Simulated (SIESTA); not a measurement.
# MnF2 under changes of volume

One of the cells (13.369 Å³/atom); the others are scaled copies at fixed shape and fractional positions:

```
CELL_PARAMETERS angstrom
4.90608 0.00000 0.00000
0.00000 4.90608 0.00000
0.00000 0.00000 3.33263
ATOMIC_POSITIONS crystal
Mn 0.50000 0.50000 0.50000
Mn 0.00000 0.00000 0.00000
F 0.80530 0.19470 0.50000
F 0.69470 0.69470 0.00000
F 0.19470 0.80530 0.50000
F 0.30530 0.30530 0.00000
```

| Item | Value |
| --- | --- |
| Program | SIESTA 5.4.2 |
| Functional | PBEsol |
| Potentials or basis | PseudoDojo 0.4 standard (PBEsol files) |
| Basis | DZP (energy shift 0.003 Ry; two zetas on semicore shells) |
| Grid cutoff | 800 Ry |
| Energy shift | 0.003 Ry |
| k mesh | 6 × 6 × 8 |
| Occupations | fermi-dirac, width 0.05 eV |
| Spin | collinear spin, ferromagnetic start |
| Starting moments | [4.0, 4.0, 0.0, 0.0, 0.0, 0.0] μB |

```csv
volume (Å³/atom),energy over the lowest point (meV/atom),pressure (GPa),gap on the mesh (eV),largest force (eV/Å)
12.321,13.16,6.6,1.15,0.069
12.583,4.48,4.0,1.19,0.030
12.845,0.00,1.5,1.24,0.011
13.369,2.02,-2.6,1.32,0.040
13.631,?,?,?,?
13.893,15.68,-5.8,1.40,0.082
```

What does the run at 13.631 Å³/atom give?

Energy over the lowest point 7.53 meV/atom; pressure -4.2 GPa; gap on the mesh 1.36 eV; largest force 0.055 eV/Å.

Worked out: A Birch-Murnaghan fit of order 3 (a polynomial in V^(-2/3)) to the other rows has its minimum at 13.02 Å³/atom with B0 = V·E''(V) = 105 GPa and B' = 5.4 at fixed shape and positions, which overstates the stiffness. It gives 7.57 meV/atom at 13.631 Å³/atom, against the run's 7.53, and -dE/dV = -4.2 GPa, against -4.2. A straight line through the other rows of the gap, of slope 2.09 eV per unit of ln V (its deformation potential), gives 1.36 eV, against the run's 1.36.

Energies are extrapolated to zero smearing.

Caveats: short orbitals over semicore shells can move pressures by several GPa; the basis of atomic orbitals isn't converged, which shifts pressures, moduli and gaps; only a ferromagnetic start was run, and an antiferromagnetic order may lie lower in energy.

A mesh can miss the band edges.
